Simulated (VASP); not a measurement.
A run of VASP 6.6.1 is set up as follows.

INCAR

```
SYSTEM = BN
PREC = Accurate
ENCUT = 600
EDIFF = 1E-7
ISMEAR = 0
SIGMA = 0.02
LREAL = .False.
LASPH = .True.
NELM = 80
ALGO = Normal
ISIF = 3
LWAVE = .False.
LCHARG = .False.
GGA = PE
IVDW = 12
IBRION = 2
NSW = 80
EDIFFG = -0.004
```

File KPOINTS:

```
regular mesh
0
Gamma
  12 12 4
  0 0 0
```

Contents of POSCAR:

```
BN
1.0
    2.4982400000      0.0000000000      0.0000000000
   -1.2491200000      2.1635393000      0.0000000000
    0.0000000000      0.0000000000      6.6357000000
B N
2 2
Direct
    0.3333333300      0.6666666700      0.2500000000
    0.6666666700      0.3333333300      0.7500000000
    0.3333333300      0.6666666700      0.7500000000
    0.6666666700      0.3333333300      0.2500000000
```

Potentials or basis: VASP PAW PBE potentials, release 64 (B, N).

Command:

```console
$ cat potpaw_PBE.64/B/POTCAR potpaw_PBE.64/N/POTCAR > POTCAR
$ mpirun -np 1 vasp_std > vasp.out
```

(1) Estimate the dispersion energy per atom.

(2) What does it give for the relaxed volume?

(3) Estimate the relaxed cell.

(4) Predict the band gap on the k mesh.

Answers

(1) -0.143 eV.

(2) 8.92 Å³/atom.

(3) a = 2.506 Å, b = 2.506 Å, c = 6.558 Å, α = 90.00°, β = 90.00°, γ = 120.00°.

(4) 4.25 eV, indirect (least direct gap 4.63 eV).
